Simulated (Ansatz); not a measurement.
# Pd: the cost of one run

Method: DFT PBE, with the methods named in each step, in Ansatz 0.2.0.

**1. The structure to begin with**

Symmetry: P6_3/mmc, No. 194, hexagonal system. The conventional cell has a = 2.784 Å, b = 2.784 Å, c = 4.629 Å, α = 90.00°, β = 90.00°, γ = 120.00°. Pd (site symmetry -6m2) is surrounded by 12 Pd at 2.78 to 2.82 Å.

Structure file:

```xyz
2
Lattice="2.7837 0.0000 0.0000 -1.3918 2.4107 0.0000 0.0000 0.0000 4.6289" Properties=species:S:1:pos:R:3 pbc="T T T"
Pd    1.3918    0.8036    3.4717
Pd    0.0000    1.6071    1.1572
```

Atoms are numbered in the order of the input: Pd1, Pd2.

**2. Free moments, LAPW**

Contents of input.yaml:

```yaml
crystal:
  lattice:
    - [2.7836650458, 0.0, 0.0]
    - [-1.3918325229, 2.4107246453, 0.0]
    - [0.0, 0.0, 4.628893]
  atoms:
    - { symbol: Pd, position: [0.6666666667, 0.3333333333, 0.75], spin: 0.4 }
    - { symbol: Pd, position: [0.3333333333, 0.6666666667, 0.25], spin: 0.4 }
magnetization:
  spin_polarized: true
kpoints:
  mp_grid: { grid: [14, 14, 7] }
scf:
  occupations: { method: fermi_dirac, width: 0.05 }
  lower_state_search: "off"
hamiltonian:
  xc: pbe
  pseudopotentials: { kind: all_electron, lapw: { basis_error: 0.0005 } }
output:
  forces: true
  stress: true
  eigenvalues: false
  populations: true
  dos: { projected: true, de: 0.1, e_range: [-8, 5] }
```

The run is started by

```sh
$ ansatz run input.yaml --threads 1 --pin off --max-ram 3072MiB --backend cpu --events-out ev --progress --plain --runs-dir out
```

**Question.** How long does this run take on 1 thread of Arm Neoverse V2, shared host, and how much memory does it need?

About 75 s, with a peak of 0.67 GiB.
